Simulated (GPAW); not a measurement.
# CdTe (F-43m) in GPAW: a series of runs

The runs below take CdTe through single point, with PBE, PBEsol, LDA.

All numbers are computed with GPAW 26.7.0; they aren't measurements. Logs are shortened: lines on timing, memory, paths and dates and some standing lists are left out, and cuts for length are marked. The log counts tension as positive stress, the text compression.

**What was measured.**

From a printed reference work, data compilation, for a bulk crystal of CdTe at 0 K: band gap 1.607 eV.

The runs below are set against these values where they give the same quantity.

## Step 1: The structure

It takes space group F-43m (No. 216, cubic). Conventional cell: a = 6.410 Å, b = 6.410 Å, c = 6.410 Å, α = 90.00°, β = 90.00°, γ = 90.00°. Te (site symmetry -43m) is surrounded by 4 Cd at 2.78 Å. Around Cd (site symmetry -43m) lie 4 Te at 2.78 Å.

## Step 2: Single point, PBE

The input, run.py:

```python
from ase.dft.bandgap import bandgap
from ase.io import read, write
from ase.units import GPa
from gpaw import GPAW, PW

atoms = read('CdTe.xyz')

calc = GPAW(mode=PW(600),
            xc='PBE',
            kpts={'size': (7, 7, 7), 'gamma': True},
            occupations={'name': 'methfessel-paxton', 'order': 0, 'width': 0.028999999999999998},
            nbands=18,
            convergence={'density': 1e-05, 'energy': 1e-05},
            maxiter=150,
            txt='gpaw.txt')
atoms.calc = calc
energy = atoms.get_potential_energy()
forces = atoms.get_forces()
stress = atoms.get_stress()
calc.write('gs.gpw')
write('result.traj', atoms)
print(f'Energy: {energy:.6f} eV')
print('Forces (eV/A):')
print(forces.round(4))
print('Stress (GPa):', (stress / GPa).round(3))
print('Fermi level:', round(calc.get_fermi_level(), 4), 'eV')
print(f'Gap: {bandgap(calc)[0]:.4f} eV, direct: {bandgap(calc, direct=True)[0]:.4f} eV')
```

The input, CdTe.xyz:

```xyz
2
Lattice="0.0000000000 3.2050000000 3.2050000000 3.2050000000 0.0000000000 3.2050000000 3.2050000000 3.2050000000 0.0000000000" Properties=species:S:1:pos:R:3 pbc="T T T"
Te     4.8075000000      4.8075000000      4.8075000000
Cd     0.0000000000      0.0000000000      0.0000000000
```

Potentials or basis: GPAW PAW data sets (gpaw-data 1.2.1), pw.

Launch:

```bash
$ OMP_NUM_THREADS=1 python run.py
```

gpaw.txt:

```text
__  _  _
 | _ |_)|_||  |
 |__||  | ||/\| - 26.7.0

Input parameters:
  mode=PW(ecut=600.0),
  convergence={'density': 1e-05, 'energy': 1e-05},
  kpts=MonkhorstPack(size=(7, 7, 7), gamma=True),
  maxiter=150,
  nbands=18,
  occupations=Occupations(name='methfessel-paxton', order=0, width=0.028999999999999998),
  xc=XC(name='PBE')

Diagonalizing LCAO Hamiltonian
Converting LCAO to pw mode

                      Te

       Cd

Atoms  # Å, Bohr magnetons
|   | symbol |        x |        y |        z |    initial magnetic moments |
|---|--------|----------|----------|----------|-----------------------------|
| 0 |     Te | 4.807500 | 4.807500 | 4.807500 | ( 0.0000,  0.0000,  0.0000) |
| 1 |     Cd | 0.000000 | 0.000000 | 0.000000 | ( 0.0000,  0.0000,  0.0000) |

Unit cell  # Å
| periodic |        x |        y |        z |  lengths |    angles |
|----------|----------|----------|----------|----------|-----------|
|      yes | 0.000000 | 3.205000 | 3.205000 | 4.532554 | 60.000000 |
|      yes | 3.205000 | 0.000000 | 3.205000 | 4.532554 | 60.000000 |
|      yes | 3.205000 | 3.205000 | 0.000000 | 4.532554 | 60.000000 |

Number of symmetries: 24
Symmetry operations  # r_c * U_cc + t_c -> r_c
|    | kind |            matrix            |
|----|------|------------------------------|
|  0 |  E   |  1, 0, 0,  0, 1, 0,  0, 0, 1 |
|  1 |  σ   |  1, 0, 0,  0, 0, 1,  0, 1, 0 |
|  2 |  σ   |  1, 0,-1,  0, 1,-1,  0, 0,-1 |
|  3 |  C3  |  1, 0,-1,  0, 0,-1,  0, 1,-1 |
|  4 |  C3  |  1,-1, 0,  0,-1, 1,  0,-1, 0 |
|  5 |  σ   |  1,-1, 0,  0,-1, 0,  0,-1, 1 |
|  6 |  σ   |  0, 1, 0,  1, 0, 0,  0, 0, 1 |
|  7 |  C3  |  0, 1, 0,  0, 0, 1,  1, 0, 0 |
|  8 |  C2  |  0, 1,-1,  1, 0,-1,  0, 0,-1 |
|  9 |  S4  |  0, 1,-1,  0, 0,-1,  1, 0,-1 |
| 10 |  C3  |  0, 0, 1,  1, 0, 0,  0, 1, 0 |
| 11 |  σ   |  0, 0, 1,  0, 1, 0,  1, 0, 0 |
| 12 |  S4  |  0, 0,-1,  1, 0,-1,  0, 1,-1 |
| 13 |  C3  |  0, 0,-1,  0, 1,-1,  1, 0,-1 |
| 14 |  S4  |  0,-1, 1,  1,-1, 0,  0,-1, 0 |
| 15 |  C2  |  0,-1, 1,  0,-1, 0,  1,-1, 0 |
| 16 |  C3  |  0,-1, 0,  1,-1, 0,  0,-1, 1 |
| 17 |  S4  |  0,-1, 0,  0,-1, 1,  1,-1, 0 |
| 18 |  S4  | -1, 1, 0, -1, 0, 1, -1, 0, 0 |
| 19 |  C3  | -1, 1, 0, -1, 0, 0, -1, 0, 1 |
| 20 |  C3  | -1, 0, 1, -1, 1, 0, -1, 0, 0 |
| 21 |  S4  | -1, 0, 1, -1, 0, 0, -1, 1, 0 |
| 22 |  σ   | -1, 0, 0, -1, 1, 0, -1, 0, 1 |
| 23 |  C2  | -1, 0, 0, -1, 0, 1, -1, 1, 0 |

BZ-sampling:
  Number of BZ points: 343
  Number of IBZ points: 20

  Monkhorst-Pack size: [7, 7, 7]
  Monkhorst-Pack shift: [0, 0, 0]

K-points  # in reciprocal-cell coordinates
|     |                                coordinates |     weight |
|-----|--------------------------------------------|------------|
|   0 | (  0.00000000,   0.00000000,   0.00000000) | 0.00291545 |
|   1 | (  0.14285714,   0.14285714,   0.00000000) | 0.01749271 |
|   2 | (  0.14285714,   0.14285714,   0.14285714) | 0.02332362 |
|   3 | (  0.28571429,   0.14285714,   0.14285714) | 0.03498542 |
|   4 | (  0.28571429,   0.28571429,   0.00000000) | 0.01749271 |
|   5 | (  0.28571429,   0.28571429,   0.14285714) | 0.06997085 |
|   6 | (  0.28571429,   0.28571429,   0.28571429) | 0.02332362 |
|   7 | (  0.42857143,  -0.28571429,  -0.28571429) | 0.03498542 |
|   8 | (  0.42857143,   0.28571429,  -0.42857143) | 0.13994169 |
|   9 | (  0.42857143,   0.28571429,  -0.28571429) | 0.06997085 |
| ... |                                            |            |
|  19 | (  0.42857143,   0.42857143,   0.42857143) | 0.02332362 |

Plane wave coefficients: 2213
Cutoff: 600.0 eV

Spin-components: 1 (collinear spins)
Bands:           18
Projectors:      11
Spin-degeneracy: 2
Datatype:        complex128

Parallelization:
  kpt:    1
  domain: 1
  band:   1

Density:
  Valence electrons: 18.0
  Components: 1
  Grid points: [27 27 27]
  Charge: 0.0  # |e|

Potential:
  Grid points: [27 27 27]

species:
  Te:
    name:    Tellurium
    Z:       52.0
    valence: 6
    core:    46
    charge:  0.0  # [|e|]
    compensation charges:
      type: gauss
      rc: 0.36  # [Å]
      lmax: 2
    cutoffs:
      filter: 2.09  # [Å]
      core: 3.17  # [Å]
    projectors
    | kind |    occ | energy [eV] | rcut [Å] |
    |------|--------|-------------|----------|
    |   5s |  2.000 |     -15.089 |    1.180 |
    |   5p |  4.000 |      -5.955 |    1.196 |
    |    s |        |      12.123 |    1.180 |
    |    p |        |      21.256 |    1.196 |
    |    d |        |       0.000 |    1.238 |

    Using partial waves for Te as LCAO basis

  Cd:
    name:    Cadmium
    Z:       48.0
    valence: 12
    core:    36
    charge:  0.0  # [|e|]
    compensation charges:
      type: gauss
      rc: 0.38  # [Å]
      lmax: 2
    cutoffs:
      filter: 2.12  # [Å]
      core: 2.62  # [Å]
    projectors
    | kind |    occ | energy [eV] | rcut [Å] |
    |------|--------|-------------|----------|
    |   5s |  2.000 |      -5.655 |    1.191 |
    |   5p |  0.000 |      -1.186 |    1.228 |
    |   4d | 10.000 |     -11.739 |    1.164 |
    |    s |        |      21.556 |    1.191 |
    |    p |        |      26.026 |    1.228 |
    |    d |        |      15.473 |    1.164 |

    Using partial waves for Cd as LCAO basis

Reference energy: -336963.801770  # eV

eigensolver:
  PPCG
  Converge bands: occupied
  niter=2

density mixing:
  MSR1-Mixer
  Pratt-step length: 0.05
  Maximum mixing coefficient: 0.75
  Old densities: 10
  SVD Regularization: 0.005
  Good broyden scale: 1.0
  Trust region scale: 1.0
  Backstep threshold: 4.0
  History deletion threshold: 6.0
  Fourier metric: weight=20.0, sigma=0.015

occupation numbers:
  Methfessel-Paxton:
    width: 0.0290  # eV
    order: 0

poisson solver:
  ecut: 4800.0  # eV

xc functional:
  name: PBE with 2 nearest neighbor stencil

convergence criteria:
- Maximum integral of absolute [dens]ity change: 1e-05 electrons / valence electron
- Maximum [total energy] change in last 3 cyles: 1e-05 eV / valence electron
- Maximum integral of absolute [eigenst]ate change: 4e-08 eV^2 / valence electron
maximum number of iterations: 150

SCF iterations
|iter     | |      energy | eigst |  dens |
|---------|-|-------------|-------|-------|
|iter:   1| |   -5.224094 | -0.35 |       |
|iter:   2| |   -5.180484 | -2.35 | -1.25 |
|iter:   3| |   -5.012911 | -1.76 | -1.30 |
|iter:   4| |   -5.011878 | -3.30 | -1.78 |
|iter:   5| |   -5.011536 | -3.79 | -2.23 |
|iter:   6| |   -5.011576 | -5.47 | -2.93 |
|iter:   7| |   -5.011580c| -6.69 | -3.55 |
|iter:   8| |   -5.011580c| -7.82c| -4.44 |
|iter:   9| |   -5.011580c| -8.39c| -5.29c|

Converged in 9 steps
Energy contributions relative to reference atoms: (reference = -336963.801770)

Energy contributions:
  Kinetic:          22.188491
  Coulomb:         -20.046600
  Zero:              0.257853
  External:          0.000000
  Xc:               -7.411324
  Entropy:          -0.000000
  Spinorbit:         0.000000
  ----------------------------
  Free energy:      -5.011580
  Extrapolated:     -5.011580

dipole moment: (-16.516115, -16.516115, -16.516115)  # |e|*Ang

Fermi level: 4.434
Eigenvalues  # (at kpt = [0.000, 0.000, 0.000])
| band index |      eig [eV] | occ [0-2] |
|------------|---------------|-----------|
|          0 |        -7.269 |     2.000 |
|          1 |        -4.271 |     2.000 |
|          2 |        -4.271 |     2.000 |
|          3 |        -4.271 |     2.000 |
|          4 |        -3.983 |     2.000 |
|          5 |        -3.983 |     2.000 |
|          6 |         4.087 |     2.000 |
|          7 |         4.087 |     2.000 |
|          8 |         4.087 |     2.000 |
|          9 |         4.958 |     0.000 |
|         10 |         8.660 |     0.000 |
|         11 |         8.660 |     0.000 |
|         12 |         8.660 |     0.000 |
|         13 |        11.599 |     0.000 |
|         14 |        13.622 |     0.000 |
|         15 |        13.622 |     0.000 |
|         16 |        14.187 |     0.000 |
|         17 |        14.187 |     0.000 |

Gap: 0.871 eV
Transition (v -> c):
  (s=0, k=0, n=8, [0.00, 0.00, 0.00]) -> (s=0, k=0, n=9, [0.00, 0.00, 0.00])
No difference between direct/indirect transitions

Forces  # eV/Ang
|        x |        y |        z |
|----------|----------|----------|
| -0.00000 |  0.00000 |  0.00000 |  # Te   0
| -0.00000 | -0.00000 | -0.00000 |  # Cd   1

Stress tensor  # eV/Ang^3
|         x |         y |         z |
|-----------|-----------|-----------|
| -0.023806 |  0.000000 | -0.000000 |
|  0.000000 | -0.023806 |  0.000000 |
| -0.000000 |  0.000000 | -0.023806 |

# Writing to gs.gpw (mode='')
```

It took 14 s on 1 thread of Arm Neoverse V2, shared host; peak memory 0.17 GiB.

Results:

```yaml
Free_energy: -5.0116 eV
Pressure: 3.8 GPa
Band_gap_on_the_k_mesh: 0.87 eV, direct
```

Caveat: spin-orbit coupling is left out, which moves the levels of the heavy elements.

## Step 3: Single point, PBE

run.py, as its differences from that of step 2:

```diff
@@ -10,3 +10,3 @@
             kpts={'size': (7, 7, 7), 'gamma': True},
-            occupations={'name': 'methfessel-paxton', 'order': 0, 'width': 0.028999999999999998},
+            occupations={'name': 'methfessel-paxton', 'order': 0, 'width': 0.03},
             nbands=18,
```

CdTe.xyz is that of step 2.

Potentials or basis: GPAW PAW data sets (gpaw-data 1.2.1), pw.

Launch:

```bash
$ OMP_NUM_THREADS=1 python run.py
```

Run time: 14 s. Hardware: 1 thread of Arm Neoverse V2, shared host; peak memory 0.17 GiB.

The run converged. Its results:

```
Free energy            : -5.0116 eV
Pressure               : 3.8 GPa
Band gap on the k mesh : 0.87 eV, direct
```

Levels at points of the mesh, in eV from the valence-band top:
```tsv
k point	band 5	band 6	band 7	band 8	band 9	band 10	band 11	band 12	band 13	band 14
(0.00, 0.00, 0.00)	-8.07	-8.07	0.00	0.00	0.00	0.87	4.57	4.57	4.57	7.51
```

Caveat: spin-orbit coupling is left out, which moves the levels of the heavy elements.

## Step 4: Single point, PBEsol

run.py, as its differences from that of step 3:

```diff
@@ -3,10 +3,12 @@
 from ase.units import GPa
-from gpaw import GPAW, PW
+from gpaw import GPAW, PW, setup_paths
 
-atoms = read('CdTe.xyz')
+setup_paths.insert(0, '.')
+
+atoms = read('POSCAR')
 
 calc = GPAW(mode=PW(600),
-            xc='PBE',
+            xc='PBEsol',
             kpts={'size': (7, 7, 7), 'gamma': True},
-            occupations={'name': 'methfessel-paxton', 'order': 0, 'width': 0.03},
+            occupations={'name': 'methfessel-paxton', 'order': 0, 'width': 0.1},
             nbands=18,
```

The input, POSCAR:

```
CdTe
1.0
    0.0000000000      3.2050000000      3.2050000000
    3.2050000000      0.0000000000      3.2050000000
    3.2050000000      3.2050000000      0.0000000000
Te Cd
1 1
Direct
    0.7500000000      0.7500000000      0.7500000000
    0.0000000000      0.0000000000      0.0000000000
```

Potentials or basis: PAW data sets generated in the run's folder for this functional, pw.

Launch:

```bash
$ gpaw-setup -f PBEsol Cd Te
$ OMP_NUM_THREADS=1 python run.py
```

Wall time 17 s (1 thread of Arm Neoverse V2, shared host); peak memory 0.17 GiB.

It converged, with:

* Free energy: -5.7563 eV
* Pressure: 1.3 GPa
* Band gap on the k mesh: 0.76 eV, direct

Levels at points of the mesh, in eV from the valence-band top:
```tsv
k point	band 7	band 8	band 9	band 10	band 11	band 12
(0.00, 0.00, 0.00)	0.00	0.00	0.00	0.76	4.52	4.52
```

Caveat: spin-orbit coupling is left out, which moves the levels of the heavy elements.

## Step 5: Single point, PBE

run.py, as its differences from that of step 4:

```diff
@@ -3,12 +3,10 @@
 from ase.units import GPa
-from gpaw import GPAW, PW, setup_paths
+from gpaw import GPAW, PW
 
-setup_paths.insert(0, '.')
-
-atoms = read('POSCAR')
+atoms = read('CdTe.xyz')
 
 calc = GPAW(mode=PW(600),
-            xc='PBEsol',
+            xc='PBE',
             kpts={'size': (7, 7, 7), 'gamma': True},
-            occupations={'name': 'methfessel-paxton', 'order': 0, 'width': 0.1},
+            occupations={'name': 'methfessel-paxton', 'order': 0, 'width': 0.05},
             nbands=18,
```

CdTe.xyz is that of step 3.

Potentials or basis: GPAW PAW data sets (gpaw-data 1.2.1), pw.

Launch:

```bash
$ OMP_NUM_THREADS=1 python run.py
```

Run time: 14 s. Hardware: 1 thread of Arm Neoverse V2, shared host; peak memory 0.17 GiB.

The run converged. Its results:

```
Free energy            : -5.0116 eV
Pressure               : 3.8 GPa
Band gap on the k mesh : 0.87 eV, direct
```

Levels at points of the mesh, in eV from the valence-band top:
```tsv
k point	band 6	band 7	band 8	band 9	band 10	band 11	band 12	band 13
(0.00, 0.00, 0.00)	-8.07	0.00	0.00	0.00	0.87	4.57	4.57	4.57
```

Caveat: spin-orbit coupling is left out, which moves the levels of the heavy elements.

## Step 6: Single point, LDA

run.py, as its differences from that of step 5:

```diff
@@ -5,6 +5,6 @@
 
-atoms = read('CdTe.xyz')
+atoms = read('POSCAR')
 
 calc = GPAW(mode=PW(600),
-            xc='PBE',
+            xc='LDA',
             kpts={'size': (7, 7, 7), 'gamma': True},
```

POSCAR is that of step 4.

Potentials or basis: the program's PAW data sets (release 1.2.1) made for this functional, pw.

Launch:

```bash
$ OMP_NUM_THREADS=1 python run.py
```

It took 12 s on 1 thread of Arm Neoverse V2, shared host; peak memory 0.16 GiB.

Results (log left out):

```yaml
Free_energy: -6.3431 eV
Pressure: -0.5 GPa
Band_gap_on_the_k_mesh: 0.61 eV, direct
```

Levels at points of the mesh, in eV from the valence-band top:
| k point | band 6 | band 7 | band 8 | band 9 | band 10 | band 11 | band 12 | band 13 |
| --- | --- | --- | --- | --- | --- | --- | --- | --- |
| (0.00, 0.00, 0.00) | -8.05 | 0.00 | 0.00 | 0.00 | 0.61 | 4.49 | 4.49 | 4.49 |

Caveat: spin-orbit coupling is left out, which moves the levels of the heavy elements.

## Step 7: Summary

```csv
level,potentials or basis,smearing,gap on the mesh (eV),pressure (GPa)
PBE,"GPAW PAW data sets (gpaw-data 1.2.1), pw",gaussian 0.029 eV,0.87,3.8
PBE,"GPAW PAW data sets (gpaw-data 1.2.1), pw",gaussian 0.03 eV,0.87,3.8
PBEsol,"PAW data sets generated in the run's folder for this functional, pw",gaussian 0.1 eV,0.76,1.3
PBE,"GPAW PAW data sets (gpaw-data 1.2.1), pw",gaussian 0.05 eV,0.87,3.8
LDA,"the program's PAW data sets (release 1.2.1) made for this functional, pw",gaussian 0.05 eV,0.61,-0.5
```

Alike in all rows: task single point; no spin polarisation; cell as given; k mesh 7 × 7 × 7; cutoff (eV) 600.

Caveats: spin-orbit coupling is left out, which moves the levels of the heavy elements.

Total energies depend on the potentials used, so only differences within one code and one set of settings carry meaning.

## Step 8: Against experiment

Step 2. Measured gap of CdTe: 1.607 eV (0 K; a printed reference work, data compilation). This calculation gives 0.87 eV (-0.74 eV). Spin-orbit coupling on Cd, Te is left out. The value is that of PBE, without temperature or zero-point motion. Semilocal functionals fall short of measured gaps as a rule.

Step 3. Measured gap of CdTe: 1.607 eV (0 K; a printed reference work, data compilation). This calculation gives 0.87 eV (-0.74 eV). Spin-orbit coupling on Cd, Te is left out. The value is that of PBE, without temperature or zero-point motion. Semilocal functionals fall short of measured gaps as a rule.

Step 4. Measured gap of CdTe: 1.607 eV (0 K; a printed reference work, data compilation). This calculation gives 0.76 eV (-0.85 eV). Spin-orbit coupling on Cd, Te is left out. The value is that of PBEsol, without temperature or zero-point motion. Semilocal functionals fall short of measured gaps as a rule.

Step 5. Measured gap of CdTe: 1.607 eV (0 K; a printed reference work, data compilation). This calculation gives 0.87 eV (-0.74 eV). Spin-orbit coupling on Cd, Te is left out. The value is that of PBE, without temperature or zero-point motion. Semilocal functionals fall short of measured gaps as a rule.

Step 6. Measured gap of CdTe: 1.607 eV (0 K; a printed reference work, data compilation). This calculation gives 0.61 eV (-1.00 eV). Spin-orbit coupling on Cd, Te is left out. The value is that of LDA, without temperature or zero-point motion. Semilocal functionals fall short of measured gaps as a rule.
